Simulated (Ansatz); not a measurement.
# CdTe: the band gap up the ladder of functionals

An exercise on one series of results from a longer session: the logs are not shown, and one member is left open.

The COD entry's cell or inner coordinates are ideal or old and differ from later refinements, so a difference from it is no clean test against experiment.

Program: Ansatz 0.2.0. PAW datasets, plane waves. (Simulation; spin polarisation is off.)

## The cell

The cell was relaxed beforehand with r2SCAN.

Space group F-43m (No. 216), cubic; a = 6.560 Å in the conventional setting, 35.28 Å³ an atom. Cd has 4 Te at 2.84 Å; Te has 4 Cd at 2.84 Å.

Coordinates:

```
CELL_PARAMETERS angstrom
0.00000 3.27990 3.27990
3.27990 0.00000 3.27990
3.27990 3.27990 0.00000
ATOMIC_POSITIONS crystal
Cd 0.00000 0.00000 0.00000
Te 0.25000 0.25000 0.25000
```

Set-up of the first run:

input.yaml reads:

```yaml
crystal:
  lattice:
    - [0.0, 3.2799012126, 3.2799012126]
    - [3.2799012126, 0.0, 3.2799012126]
    - [3.2799012126, 3.2799012126, 0.0]
  atoms:
    - { symbol: Cd, position: [0.0, 0.0, 0.0] }
    - { symbol: Te, position: [0.25, 0.25, 0.25] }
kpoints:
  mp_grid: { grid: [6, 6, 6] }
  band_path:
    path:
      - [[0.0, 0.0, 0.0], [-0.5, -0.5, 2.897751432383e-17], [-0.375, -0.375, 0.25]]
      - [[-0.375, 1.263399688071e-17, 0.375], [0.0, 0.0, 0.0], [-1.383531712724e-16, 3.004814570444e-18, 0.5], [-0.5, -0.25, 0.25], [-0.5, -0.5, 2.897751432383e-17]]
    npoints: 10
hamiltonian:
  xc: pbe
scf:
  occupations: { method: fermi_dirac, width: 0.02 }
  n_extra_bands: 4
output:
  forces: true
  stress: true
  eigenvalues: true
  write_density: true
  write_potential: true
  elf: true
  volumetric_format: npy
```

Command:

```
> ansatz run input.yaml --threads 2 --pin off --max-ram 4608MiB --backend cpu --events-out ev --progress --plain --runs-dir out
```

Among the steps run: PBE band path; r2SCAN at the same geometry; HSE06; PBE+SOC; PBE0; LDA; One-shot GW from PBE; Quasiparticle levels, G0W0@PBE; Single point with DDH-PBE0; Single point with HSE06+SOC; r2SCAN0 at the same geometry; Hartree-Fock at the same geometry.

One of the session's tables, all rows but one given; the rest of the session is left out.

```
                     level  gap (eV)
                       PBE      0.66
                    r2SCAN      1.16
                     HSE06      1.53
                   PBE+SOC      0.40
                      PBE0         ?
                       LDA      0.40
G0W0@PBE (210 empty bands)      1.23
G0W0@PBE (522 empty bands)      1.21
                  DDH-PBE0      1.31
                 HSE06+SOC      1.23
                   r2SCAN0      2.46
              Hartree-Fock      7.31
```

Estimate the missing values for PBE0.

The run gave: gap (eV): 2.16. In the column «gap (eV)» it lies between HSE06 (1.53) and r2SCAN0 (2.46).

Meshes: PBE 6×6×6, r2SCAN 6×6×6, HSE06 4×4×4, PBE+SOC 6×6×6, PBE0 4×4×4, LDA 6×6×6, DDH-PBE0 4×4×4, HSE06+SOC 4×4×4, r2SCAN0 4×4×4, Hartree-Fock 4×4×4

Caveats from the session: G0W0 here is at a finite number of bands, screening cutoff and k mesh, not at the basis limit. Warnings in the runs' records: stress exchange threshold loose, stress scf threshold loose.
